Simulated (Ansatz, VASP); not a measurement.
# InAs in two plane-wave programs

Wanted: the spread between two codes on one cell, functional and k mesh. The cell is taken from a series of VASP runs on this material, whose earlier steps may have relaxed, scaled or displaced it; both programs get it as it stands.

Calculated with Ansatz 0.2.0; plane waves, with VASP 6.6.1 beside it; relaxation of cell and atoms at PBEsol.

**1. Starting point**

It takes space group F-43m (No. 216, cubic). The conventional cell has a = 6.090 Å, b = 6.090 Å, c = 6.090 Å, α = 90.00°, β = 90.00°, γ = 90.00°. In has 4 As at 2.64 Å nearest. Nearest to As lie 4 In at 2.64 Å. Farther neighbours are not listed.

**2. VASP: relaxation of cell and atoms, PBEsol**

The relaxed volume is the usual yardstick between codes: its relative difference is about their pressure difference at one cell divided by the bulk modulus.

Lines of VASP's logs that name or quote its potential files are left out, and so is its time.

The input, INCAR:

```
SYSTEM = InAs
PREC = Accurate
ENCUT = 520
EDIFF = 1E-07
NELM = 100
ISMEAR = 0
SIGMA = 0.05
LREAL = .FALSE.
ALGO = Normal
GGA = PS
NBANDS = 15
LORBIT = 11
LWAVE = .FALSE.
LCHARG = .FALSE.
KPAR = 4
IBRION = 2
NSW = 50
ISIF = 3
EDIFFG = -0.005
LASPH = .TRUE.
```

The input, POSCAR:

```
InAs
1.0
    0.0000000000      3.0450153099      3.0450153099
    3.0450153099      0.0000000000      3.0450153099
    3.0450153099      3.0450153099      0.0000000000
In As
1 1
Direct
    0.0000000000      0.0000000000      0.0000000000
    0.7500000000      0.7500000000      0.7500000000
```

The input, KPOINTS:

```
Automatic mesh
0
Gamma
14 14 14
0 0 0
```

PAW data sets: In_d and As (PBE family, release 64).

Launch:

```sh
$ mpirun -np 4 vasp_std
```

Numbers of over 12 decimals in the logs are rounded to 6 here.

Output:

```text
[banner, memory and clock lines left out]
running    4 mpi-ranks, on    1 nodes
 distrk:  each k-point on    1 cores,    4 groups
 distr:  one band on    1 cores,    1 groups

 POSCAR found type information on POSCAR InAs
 POSCAR found :  2 types and       2 ions
|                                                                             |
|               ----> ADVICE to this user running VASP <----                  |
|                                                                             |
|     You enforced a specific xc type in the INCAR file but a different       |
|     [... a line on the potential file left out ...]
|     I HOPE YOU KNOW WHAT YOU ARE DOING!                                     |
|                                                                             |

 LDA part: xc-table for (Slater+PW92), standard interpolation
 POSCAR, INCAR and KPOINTS ok, starting setup
 FFT: planning ... GRIDC
 FFT: planning ... GRID_SOFT
 FFT: planning ... GRID
 WAVECAR not read
 entering main loop
       N       E                     dE             d eps       ncg     rms          rms(c)
DAV:   1     0.111505082831E+03    0.11151E+03   -0.83835E+03  3134   0.129E+03
DAV:   2    -0.983348254372E+00   -0.11249E+03   -0.10810E+03  3316   0.301E+02
DAV:   3    -0.858072584802E+01   -0.75974E+01   -0.75551E+01  4107   0.794E+01
DAV:   4    -0.877283402582E+01   -0.19211E+00   -0.19206E+00  3710   0.141E+01
DAV:   5    -0.878113112426E+01   -0.82971E-02   -0.82969E-02  4755   0.251E+00    0.430E+00
DAV:   6    -0.852240509096E+01    0.25873E+00   -0.39837E-01  4884   0.118E+01    0.235E+00
DAV:   7    -0.849210825819E+01    0.30297E-01   -0.10718E-01  4430   0.335E+00    0.679E-01
DAV:   8    -0.849056856807E+01    0.15397E-02   -0.12324E-02  4036   0.134E+00    0.186E-01
DAV:   9    -0.849081027066E+01   -0.24170E-03   -0.85900E-04  3813   0.284E-01    0.105E-01
DAV:  10    -0.849087916512E+01   -0.68894E-04   -0.12384E-04  4849   0.161E-01    0.645E-02
DAV:  11    -0.849089879490E+01   -0.19630E-04   -0.54361E-05  3561   0.104E-01    0.476E-02
DAV:  12    -0.849089864920E+01    0.14570E-06   -0.55479E-06  3682   0.256E-02    0.779E-03
DAV:  13    -0.849089875611E+01   -0.10690E-06   -0.11832E-06  4107   0.597E-03    0.361E-03
DAV:  14    -0.849089870650E+01    0.49607E-07   -0.59976E-08  2940   0.253E-03
   1 F= -.84908987E+01 E0= -.84908798E+01  d E =-.849090E+01
 curvature:   0.00 expect dE= 0.000E+00 dE for cont linesearch  0.000E+00
 trial: gam= 0.00000 g(F)=  0.226E-47 g(S)=  0.539E-07 ort = 0.000E+00 (trialstep = 0.100E+01)
 search vector abs. value=  0.540E-07
 reached required accuracy - stopping structural energy minimisation
```

Parts of OUTCAR (step 2):

```text
ion  position               nearest neighbor table
   1  0.000  0.000  0.000-   2 2.64   2 2.64   2 2.64   2 2.64
   2  0.750  0.750  0.750-   1 2.64   1 2.64   1 2.64   1 2.64

  LATTYP: Found a face centered cubic cell.
 ALAT       =     6.0900306198

 Subroutine GETGRP returns: Found 24 space group operations
 (whereof 24 operations were pure point group operations)

The static configuration has the point symmetry T_d .

 Found    104 irreducible k-points:

   k-points           NKPTS =    104   k-points in BZ     NKDIM =    104   number of bands    NBANDS=     15

   dimension x,y,z NGX =    32 NGY =   32 NGZ =   32
   dimension x,y,z NGXF=    64 NGYF=   64 NGZF=   64

   ENCUT  =  520.0 eV  38.22 Ry    6.18 a.u.   8.01  8.01  8.01*2*pi/ulx,y,z

   NELECT =      18.0000    total number of electrons

 k-points in reciprocal lattice and weights: Automatic mesh
   0.00000000  0.00000000  0.00000000       0.000
   0.07142857  0.00000000  0.00000000       0.003
   0.14285714  0.00000000  0.00000000       0.003
   0.21428571  0.00000000  0.00000000       0.003
   0.28571429  0.00000000  0.00000000       0.003
   0.35714286  0.00000000  0.00000000       0.003
   0.42857143  0.00000000  0.00000000       0.003
   0.50000000  0.00000000  0.00000000       0.001
   0.07142857  0.07142857  0.00000000       0.002
[...]
-0.28571429  0.42857143  0.21428571       0.009
  -0.28571429  0.50000000  0.21428571       0.004

 average (electrostatic) potential at core
       1 -96.6146       2 -49.6983

 E-fermi :   4.1804

 k-point     1 :       0.0000    0.0000    0.0000
  band No.  band energies     occupation
    ...
      6      -7.5944      2.00000
      7       3.7702      2.00000
      8       4.1598      1.44025
      9       4.1598      1.44025
     10       4.1598      1.44025
     11       8.0071      0.00000
     12       8.0071      0.00000
     13       8.0071      0.00000
     14      11.4119      0.00000
     15      13.7704      0.00000

 k-point     2 :       0.0714    0.0000    0.0000
  band No.  band energies     occupation
    ...
      5     -10.0098      2.00000
      6      -7.5425      2.00000
      7       2.9822      2.00000
      8       4.0932      1.98638
      9       4.0932      1.98638
     10       4.7707      0.00000
     11       8.0108      0.00000
     12       8.1062      0.00000
     13       8.1062      0.00000
     14      11.7423      0.00000
    ...

 k-point     3 :       0.1429    0.0000    0.0000
  band No.  band energies     occupation
    ...
      5     -10.0099      2.00000
      6      -7.3910      2.00000
      7       1.9626      2.00000
      8       3.9228      2.00000
      9       3.9228      2.00000
     10       5.2182      0.00000
     11       8.2123      0.00000
     12       8.3503      0.00000
     13       8.3503      0.00000
     14      12.4042      0.00000
    ...

  Total        0.0008628      0.0008628      0.0008628      0.0000000      0.0000000      0.0000000
  in kB        0.0244808      0.0244808      0.0244808      0.0000000      0.0000000      0.0000000
  external PRESSURE =       0.0244808 kB  Pullay stress =       0.0000000 kB

  energy-cutoff  :      520.00
  volume of cell :       56.47
      direct lattice vectors                 reciprocal lattice vectors
     0.000000000  3.045015310  3.045015310    -0.164202787  0.164202787  0.164202787
     3.045015310  0.000000000  3.045015310     0.164202787 -0.164202787  0.164202787
     3.045015310  3.045015310  0.000000000     0.164202787  0.164202787 -0.164202787

 POSITION                                       TOTAL-FORCE (eV/Angst)
 -----------------------------------------------------------------------------------
      0.00000      0.00000      0.00000         0.000000      0.000000      0.000000
      4.56752      4.56752      4.56752        -0.000000     -0.000000     -0.000000
 -----------------------------------------------------------------------------------
    total drift:                                0.000000      0.000000      0.000000

  FREE ENERGIE OF THE ION-ELECTRON SYSTEM (eV)
  ---------------------------------------------------
  free  energy   TOTEN  =        -8.4908987065 eV

  energy  without entropy=       -8.4908609515  energy(sigma->0) =       -8.49087983

 reached required accuracy - stopping structural energy minimisation

 total charge
# of ion       s       p       d       tot
------------------------------------------
    1        0.849   0.717   9.886  11.453
    2        1.225   1.546   0.021   2.793
--------------------------------------------------
tot          2.074   2.263   9.907  14.245

[... 3 further parts left out ...]
```

CONTCAR:

```
InAs
   1.00000000000000
     0.0000000000000000    3.0450153099000001    3.0450153099000001
     3.0450153099000001    0.0000000000000000    3.0450153099000001
     3.0450153099000001    3.0450153099000001    0.0000000000000000
  In              As
     1     1
Direct
     0.0000000000000000    0.0000000000000000    0.0000000000000000
     0.7500000000000000    0.7500000000000000    0.7500000000000000
```

**3. Ansatz: relaxation of cell and atoms, PBEsol**

Ansatz runs on its default PAW (the set named soft_2) files.

The same cell, functional, mesh and smearing now go to Ansatz, which takes its cutoff from its data sets.

The input, input.yaml:

```yaml
crystal:
  lattice:
    - [0.0, 3.0450153099, 3.0450153099]
    - [3.0450153099, 0.0, 3.0450153099]
    - [3.0450153099, 3.0450153099, 0.0]
  atoms:
    - { symbol: In, position: [0.0, 0.0, 0.0] }
    - { symbol: As, position: [0.75, 0.75, 0.75] }
hamiltonian:
  xc: pbesol
  pseudopotentials: { kind: paw }
kpoints:
  mp_grid: { grid: [14, 14, 14] }
scf:
  occupations: { method: gaussian, width: 0.05 }
relax:
  f_tol: 0.01
  max_steps: 60
  cell: { stress_tol: 0.05 }
output:
  forces: true
  stress: true
```

Launch:

```sh
$ ansatz run input.yaml --threads 4 --pin off --max-ram 9216MiB --backend cpu --events-out ev --progress --plain --runs-dir out
```

Output:

```text
Engine: ansatz 0.2.0, aarch64-unknown-linux-gnu
Pseudopotentials: kind: paw
Pseudopotential: In, paw, valence charge 13, recommended cutoff 420 eV (normal), In.paw.azcp
Pseudopotential: As, paw, valence charge 15, recommended cutoff 420 eV (normal), As.paw.azcp
Functional definition: PBEsol
  exchange = pbesol_x
  correlation = pbesol_c
Crystal: 2 atoms, lattice volume = 56.467 Å³
Basis set: ecut = 420 eV, 1067 PW (Γ), exchange–correlation on 60×60×60 points (8 copies of the dense FFT grid, shifted against one another)
Bands: 18, of which v1, the nominal top of the filled ones, is band 14 counted from 1 (13 counted from 0)
Symmetry: 24 space group operations
Space group: F-43m (ITA 216), of the structure as read, at distance tolerance 3.8e-5 Å
k-points: 104 of 2744 (time reversal used)
Non-local potential: In, projectors of the file, l = 0: 2, l = 1: 2, l = 2: 2, l = 3: 2
Non-local potential: As, projectors of the file, l = 0: 2, l = 1: 2, l = 2: 3, l = 3: 1
PAW form: soft (Blöchl's): semilocal exchange-correlation on the pseudo side does not see the compensation charge
PAW frozen core: In, regenerated for the run's functional, and the local potential with it (the file was generated under x = pbe(κ = 0.804, μ = 0.219515), c = pbe(β = 0.066725))
PAW frozen core: As, regenerated for the run's functional, and the local potential with it (the file was generated under x = pbe(κ = 0.804, μ = 0.219515), c = pbe(β = 0.066725))
PAW one-centre angular grid: In, 590 points (default); XC on 64 Gauss nodes
PAW one-centre angular grid: As, 590 points (default); XC on 64 Gauss nodes
Initial density: superposition of atomic densities (neutral atoms: chi_scale 0, normalization atom), corrected by the library's trained network
Initial wavefunctions: pseudopotential atomic-orbital guess
Functional: x = pbesol(κ = 0.804, μ = 0.123457), c = pbesol(β = 0.046)
SCF iter   1: F=—  HF=-10338.836330 eV  |F-HF|=—  |Δ(HF+E_count)|=         —  Δρ=4.48e-3  dr2=1.97e-2  ethr=1.77e-3  ⟨swp⟩=6.0  Hψ=9167  notcnv=0
preconditioner: auto → none  [insulator: Δε(μ)=0.590 eV  Ē_g=14.533 eV  σ=0.050 eV  W_gap=0.72  n_scr=14 (ndim 8)  ℏωp=21.0 eV  f_vac=0.112  D(μ)=0.03/eV (n_scr^D=0)  ε∞_Penn≈3.1]
SCF iter   2: F=—  HF=-10338.828861 eV  |F-HF|=—  |Δ(HF+E_count)|=   7.47e-3  Δρ=1.48e-3  dr2=1.08e-3  ethr=7.05e-5  ⟨swp⟩=2.0  Hψ=3525  notcnv=0
SCF iter   3: F=—  HF=-10338.828694 eV  |F-HF|=—  |Δ(HF+E_count)|=   1.67e-4  Δρ=4.89e-4  dr2=1.51e-4  ethr=3.84e-6  ⟨swp⟩=2.0  Hψ=3329  notcnv=0
SCF iter   4: F=—  HF=-10338.828724 eV  |F-HF|=—  |Δ(HF+E_count)|=   3.05e-5  Δρ=2.08e-4  dr2=1.58e-5  ethr=5.38e-7  ⟨swp⟩=2.0  Hψ=2260  notcnv=0
SCF iter   5: F=—  HF=-10338.828739 eV  |F-HF|=—  |Δ(HF+E_count)|=   1.46e-5  Δρ=1.85e-5  dr2=1.25e-7  ethr=5.66e-8  ⟨swp⟩=2.0  Hψ=2266  notcnv=0
SCF iter   6: F=-10338.828739 eV  HF=-10338.828739 eV  |F-HF|=2.32e-8  |Δ(HF+E_count)|=   3.63e-8  Δρ=6.34e-6  dr2=1.51e-8  ethr=3.57e-10  ⟨swp⟩=4.2  Hψ=6189  notcnv=0
SCF 1 converged in 6 iterations: F = -10338.828739 eV  dr2 = 1.51e-8
  greatest PAW one-centre occupation: 0.999 electrons in one spin orbital (limit 2), on the As atom at site 1 (counted from 0), in its partial waves of l = 2
relax step   1: F+E_penalty+E_count = -10338.82873906 eV  Δ(F+E_penalty+E_count) = +0.000e0 eV  max|allowed force component| = 1.295e-16 eV/Å  Δτ_max = 0.0000 Å  P = -0.085 GPa  Ω = 56.467 Å³  (6 SCF iters, dr2 threshold 1.00e-7 eV, accepted)
[...]
relax step   2: F+E_penalty+E_count = -10338.82878075 eV  Δ(F+E_penalty+E_count) = -4.169e-5 eV  max|allowed force component| = 3.527e-17 eV/Å  Δτ_max = 0.0000 Å  P = +0.032 GPa  Ω = 56.349 Å³  energy of the carried Pulay correction = +2.199e-5 eV  (4 SCF iters, dr2 threshold 1.80e-8 eV, accepted)
[...]
relax step   3: F+E_penalty+E_count = -10338.82875832 eV  Δ(F+E_penalty+E_count) = +2.243e-5 eV  max|allowed force component| = 2.595e-17 eV/Å  Δτ_max = 0.0000 Å  P = +0.032 GPa  Ω = 56.349 Å³  stress off target by 3.15e-2 GPa  SCF on the basis re-selected at this cell (its energy is not comparable with the rows above)  (4 SCF iters)
basis re-selected at this cell: Δ(F+E_penalty+E_count) = +2.243e-5 eV, ΔP = -0.000 GPa vs the last step (what re-selecting the basis moved, of the pressure what is left beyond the Pulay correction that the steps carried, after the strain that the cell walked since its last selection, with what the two solves' SCF thresholds leave and, on support functions, any second-order correction that the steps lacked; it is no m [...]
SCF converged after 4 iterations
Free energy (F): -10338.828758 eV
Harris-Foulkes:  -10338.828758 eV  (|F-HF|=1.09e-11)
Internal energy: -10338.828721 eV  (E = F + TS)
E sigma→0 (E₀):  -10338.828739 eV
Entropy (-TS):   -0.000038 eV (-0.019 meV/atom)
Fermi energy:    7.474606 eV
--- Per-component energies (eV) ---
  E_band       = -321.824217
  E_kinetic    = 346.705851
  E_local      = -3303.413731  (includes V_loc(G=0)·N_el)
  E_nonlocal   = -299.779825
  E_hartree    = 1593.071325
  E_xc         = -291.837362
  E_vxc        = -178.753946  (∫ρ·V_xc dr)
  E_paw        = -5877.656828  (= ΣΔE_a)
  E_vpaw       = -72.725100  (= ΣTr[D̂ρ^β])
  E_aug_tail   = 0.000034  (compensation charges beyond the density's cutoff)
  E_ewald      = -2507.120514
  E_core_change = 1.202331  (= ΣΔE_core)
  E_smearing   = -0.000038  (= −TS)
  E_closure    = 0.000000  (closes the sum)
  Σ components = -10338.828758   (vs F -10338.828758, Δ=0.00e0)
--- Forces (eV/Å), atoms counted from 1 ---
  atom   1  In    -0.00000000    -0.00000000     0.00000000
  atom   2  As     0.00000000    -0.00000000    -0.00000000
  max |Σ_I F_I| component: 5.22e-17 eV/Å
--- Stress (GPa, compression-positive) ---
        0.031505      -0.000000      -0.000000
       -0.000000       0.031505       0.000000
       -0.000000       0.000000       0.031505
  P = ⅓ Tr σ = 0.0315 GPa (0.315 kbar)
--- Relaxed structure (2 steps of the walk, 2 accepted, 1 SCFs on fresh bases) ---
  F+E_penalty+E_count = -10338.82875832 eV   max|allowed force component| = 2.595e-17 eV/Å   (the final SCF, on the basis selected at the relaxed cell)
  cell:  # Å, volume = 56.3495 Å³
    - [0, 3.042893, 3.042893]
    - [3.042893, 0, 3.042893]
    - [3.042893, 3.042893, 0]
  atoms:
    - { symbol: In, position: [0, 0, 0] }
    - { symbol: As, position: [0.750000, 0.750000, 0.750000] }
```

It took 6.2 s on 4 threads of Arm Neoverse V1, shared host; peak memory 0.42 GiB; 23 s of CPU time.

**4. Side by side**

Known differences besides the potentials themselves: both relaxations stop at a tolerance, which leaves soft axes loose, and VASP keeps its plane-wave basis; the data sets hold 28 valence electrons in Ansatz (default PAW (the set named soft_2) files) and 18 in VASP; the cutoff is 420 eV in Ansatz and 520 eV in VASP; Ansatz makes its cores anew for this functional, VASP keeps those of its PBE data sets; Ansatz adds a Pulay correction to the stress that steers its cell, VASP none. Total energies have different zeros and are not compared.

Compared:

```csv
quantity,Ansatz,VASP,difference
volume (Å³),56.35,56.47,-0.21 %
"edge a after relaxation, in the typed setting (Å)",4.303,4.306,-0.07 %
```

The walks stopped with 0.03 GPa left in Ansatz and 0.00 GPa in VASP; each walk ends within a tolerance, so the volume difference is uncertain by about these residues over the bulk modulus, most in soft cells.

**5. Summary of results**

```yaml
difference_in_volume_relaxation_of_cell_and_atoms_pbesol: -0.21 %
```

What this shows: The difference in volume is -0.21 % (relaxation of cell and atoms, PBEsol), within the 1.2 % picked in this series as the mark of a large difference, as far as the stopping tolerances let one tell. How closely two codes agree says nothing of how well the functional describes the real material.

[Lines on the potential files, build, host, timing and source positions are cut from VASP's logs without a mark.]

[Logs are printed without paths, hosts, clocks, repeated set-up lines and the standing remarks that a program may print on its own settings, such as how far it seeks lower states.]

[Hosts, paths, dates, database ids (printed as entryN), source tags and the programs' standing remarks are cut or masked in the printed files.]
